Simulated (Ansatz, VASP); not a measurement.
**One calculation of CdS (Greenockite), two programs**

File INCAR:

```
  PREC = Accurate
  ENCUT = 520
  EDIFF = 1E-7
  ISMEAR = 0
  SIGMA = 0.011
  LREAL = False
  LASPH = True
  NELM = 80
  ALGO = Normal
  ISIF = 2
  LWAVE = False
  LCHARG = False
  GGA = PE
```

Contents of KPOINTS:

```
Automatic mesh
0
Gamma
  7 7 4
```

The input POSCAR:

```
CdS
1.0
    4.1500000000      0.0000000000      0.0000000000
   -2.0750000000      3.5940054257      0.0000000000
    0.0000000000      0.0000000000      6.7370000000
Cd S
2 2
Direct
    0.6666666667      0.3333333333      0.5000000000
    0.3333333333      0.6666666667      0.0000000000
    0.6666666667      0.3333333333      0.8750000000
    0.3333333333      0.6666666667      0.3750000000
```

input.yaml

```yaml
crystal:
  lattice:
    - [4.15, 0.0, 0.0]
    - [-2.075, 3.5940054257, 0.0]
    - [0.0, 0.0, 6.737]
  atoms:
    - { symbol: Cd, position: [0.6666666667, 0.3333333333, 0.5] }
    - { symbol: Cd, position: [0.3333333333, 0.6666666667, 0.0] }
    - { symbol: S, position: [0.6666666667, 0.3333333333, 0.875] }
    - { symbol: S, position: [0.3333333333, 0.6666666667, 0.375] }
hamiltonian:
  xc: pbe
  pseudopotentials: { kind: paw }
kpoints:
  mp_grid: { grid: [7, 7, 4] }
scf:
  occupations: { method: gaussian, width: 0.011 }
output:
  forces: true
  stress: true
  eigenvalues: true
```

Alike in both runs: task single point; functional PBE; k mesh 7 × 7 × 4; occupations gaussian, width 0.011 eV; no spin polarisation.

|  | VASP | Ansatz |
| --- | --- | --- |
| version | VASP 6.6.1 | Ansatz 0.2.0 |
| potentials or method | VASP PAW PBE potentials, release 64 (Cd, S) | Ansatz PAW |
| plane-wave cutoff (eV) | 520 | 420 |
| valence electrons in the cell | 36 | 52 |

```tsv
	VASP	Ansatz	Ansatz less VASP
gap on the k mesh at the Fermi level (eV)	1.20	1.20	-0.003
least direct gap on the mesh (eV)	1.20	1.20	-0.003
pressure (GPa)	2.4	2.1	-0.35
largest component of the traceless stress (GPa)	0.44	0.42	-0.014
rms of the force components (eV/Å)	0.040	0.039	-0.0008
```

Atom by atom the forces differ by 0.001 eV/Å (rms over components). The two sets of potentials don't hold the same shells in valence.

Caveats: odd divisions of the mesh miss points on the zone boundary, where band edges often lie, so the gap on the mesh can be too wide (Ansatz).
